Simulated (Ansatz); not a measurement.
**A failed many-body run on SnO2 (Pnnm)**

Aim: the G0W0 gap of SnO2 (Pnnm). The first input has a fault.

Calculated with Ansatz 0.2.0; G0W0 on PBE, plane waves, PAW.

## Step 1: The structure

It takes space group Pnnm (No. 58, orthorhombic). Conventional cell: a = 4.788 Å, b = 4.867 Å, c = 3.241 Å, α = 90.00°, β = 90.00°, γ = 90.00°. Nearest to Sn lie 6 O at 2.09 to 2.10 Å. Nearest to O lie 3 Sn at 2.09 to 2.10 Å. Farther neighbours and most contacts between anions are not listed.

The cell and positions are those that the Materials Project relaxed with its own functionals (PBE, PBE+U or r2SCAN), kept fixed. This is not the form that SnO2 usually takes at ambient conditions. The default PAW set here is soft_2. Its files were made with PBE.

## Step 2: First try

input.yaml

```yaml
crystal:
  lattice:
    - [4.788004, 0.0, 0.0]
    - [0.0, 4.866582, 0.0]
    - [0.0, 0.0, 3.240898]
  atoms:
    - { symbol: Sn, position: [0.5, 0.5, 0.5] }
    - { symbol: Sn, position: [0.0, 0.0, 0.0] }
    - { symbol: O, position: [0.291855, 0.321042, 0.0] }
    - { symbol: O, position: [0.791855, 0.178958, 0.5] }
    - { symbol: O, position: [0.208145, 0.821042, 0.5] }
    - { symbol: O, position: [0.708145, 0.678958, 0.0] }
kpoints:
  mp_grid: { grid: [2, 2, 4] }
hamiltonian:
  xc: pbe
scf:
  occupations: { method: fixed }
gw:
  n_empty_bands: 79
  ecut_chi: 60
  qp_bands: [v2, c2]
  qp_kpoints: band_edges
  screening: { model: contour_deformation }
  static_remainder: true
```

The run is started by

```bash
ansatz run input.yaml --threads 3 --pin off --max-ram 64512MiB --backend cuda --events-out ev --progress --plain --runs-dir out --devices 1 --max-vram 24GiB  # rebuilt from the run's record
```

Numbers of over 12 decimals in the logs are rounded to 6 here.

The log of the run:

```text
Error: gw.static_remainder: true with hamiltonian.pseudopotentials.kind: paw|paw_fr|all_electron — the remainder's closure is formed of plane waves alone, without the terms of the atoms; leave out gw.static_remainder, or use kind: nc
```

Elapsed: 0.03 s, on 3 threads of AMD EPYC 7R13 (Zen 3), shared host; peak memory 0.07 GiB.

**What went wrong?**

The program refused the input before any cycle.

The program's message: “Error: gw.static_remainder: true with hamiltonian.pseudopotentials.kind: paw|paw_fr|all_electron — the remainder's closure is formed of plane waves alone, without the terms of the atoms; leave out gw. …”

The fault: static remainder on PAW. The remainder's closure is built from plane waves alone and lacks the terms inside the atoms.

## Step 3: A better input

G0W0 replaces the xc potential by the self-energy, built once from these orbitals. Only a window of levels is corrected, while the sums run over the empty bands that the input names.

input.yaml, as its differences from that of step 2:

```diff
@@ -13,3 +13,3 @@
 kpoints:
-  mp_grid: { grid: [2, 2, 4] }
+  mp_grid: { grid: [4, 4, 4] }
 hamiltonian:
@@ -19,4 +19,4 @@
 gw:
-  n_empty_bands: 79
-  ecut_chi: 60
+  n_empty_bands: 171
+  ecut_chi: 100.0
   qp_bands: [v2, c2]
@@ -24,2 +24 @@
   screening: { model: contour_deformation }
-  static_remainder: true
```

The log of the run:

```text
GPUs: using 1 of 1 available (devices: 1).
[...]
device memory: the entry about to start is reckoned to put 1.0 GiB on a device that reports 60.2 GiB free (of which the cap on the GPU budget leaves the run 24.0 GiB)
GPU FFT provider: cuFFT
GPU libraries: cuBLAS 13.8.2, cuFFT 12.4.0, cuSOLVER 12.3.4
Crystal: 6 atoms, lattice volume = 75.517 Å³
Basis set: ecut = 420 eV, 1479 PW (Γ)
Bands: 32, of which v1, the nominal top of the filled ones, is band 26 counted from 1 (25 counted from 0)
Symmetry: 8 space group operations
[...]
k-points: 27 of 64
[...]
GPU buffer pool allocated for 31104 grid points (all kernels)
GPU transforms: local potential and band sums: pruned to the plane-wave sphere, on 36×36×24
[...]
SCF iter   1: F=—  HF=-14317.943911 eV  |F-HF|=—  |Δ(HF+E_count)|=         —  Δρ=1.30e-3  dr2=5.39e-4  ethr=1.77e-3  ⟨swp⟩=4.0  Hψ=3374  notcnv=0  defer=108
[...]
0    27      9.4405   -15.1814    -2.7155   -18.5237  0.8003    10.0766    10.0672  root
     0    28     14.3882   -12.4348    -4.5934   -18.0933  0.7707    15.4850    15.4532  root
     1    25      7.9868   -26.4386     5.2104   -20.6979  0.7250     7.4451     7.4564  root
     1    26      8.2553   -26.4254     5.5469   -20.2714  0.7218     7.6314     7.6482  root
     1    27     11.9786   -15.9156    -3.3176   -20.2625  0.7818    13.0418    13.0078  root
     1    28     15.0521   -14.1111    -4.8154   -20.2457  0.7540    16.4340    16.3713  root
[...]
8    27     14.4909   -14.8703    -4.5091   -20.6880  0.7840    15.9045    15.7995  root ?
     8    28     14.4909   -14.8703    -4.5091   -20.6880  0.7840    15.9045    15.7995  root ?
[...]
26    25      7.9792   -26.5194     5.6550   -20.2359  0.7189     7.3327     7.3507  root
    26    26      7.9792   -26.5194     5.6550   -20.2359  0.7189     7.3327     7.3507  root
    26    27     13.0751   -13.4591    -4.0798   -18.6009  0.7899    14.1760    14.1371  root
    26    28     13.0751   -13.4591    -4.0798   -18.6009  0.7899    14.1760    14.1371  root
[key lines of the parts left out:]
SCF converged after 6 iterations
Free energy (F): -14317.945827 eV
Fermi energy:    8.635400 eV
```

The job ended after 11 s (1 × NVIDIA H100 80GB HBM3 (shared by 3 runs) with 3 threads; peak memory 1.3 GiB).

Numbers from this step:

* bands summed: 197
* RPA ε∞ on this mesh (eigenvalues): 5.226, 5.457, 5.492
* plane waves in the screening matrix: 177
* q-points in the mesh: 64
* G0W0 gap on the mesh: 1.938 eV
* k of the valence top: 0, 0, 0
* k of the conduction bottom: 0, 0, 0
* starting gap on the mesh: 0.8051 eV
* Z at the valence top: 0.7320
* Z at the conduction bottom: 0.8003
* least direct G0W0 gap on the computed points: 1.938 eV

The gap on the mesh goes from 0.81 eV to 1.94 eV, a correction of +1.13 eV. Between the two edge states, bare exchange in place of the xc potential would open the gap by 8.92 eV, and correlation takes back 7.79 eV.

## Step 4: What came out

```
first try  : refused after 0.03 s
better run : G0W0 gap on the mesh 1.94 eV (4×4×4 mesh, 171 empty bands, screening to 100 eV)
```

In words: The second run differs in: mesh, empty bands, screening cutoff (eV) and static remainder. Bands and cutoff are finite, so the gap is not at the basis limit. The miss can reach some tenths of an eV and take either sign; the mesh is an error of its own. The 4×4×4 mesh is coarse for this cell (its supercell is 13 Å along the shortest edge). The RPA ε∞ on it, from the PBE start, is 5.23, 5.46 and 5.49; such meshes misread the long-range screening, most where the gap is narrow. The many-body steps are scalar-relativistic: spin-orbit coupling is not in them.

[Paths, hosts, dates, memory and timing lines, banners, echoed tables and standing remarks are left out of the program output.]

[Logs are printed without paths, hosts, clocks, repeated set-up lines and the standing remarks that a program may print on its own settings, such as how far it seeks lower states.]

[Runs of the session that timed out or met a known fault of the program may be left out.]

[Cells called generated may have been cut or substituted from an entry of the Crystallography Open Database or the Materials Project.]

[Hosts, paths, dates, database ids (printed as entryN), source tags and the programs' standing remarks are cut or masked in the printed files.]
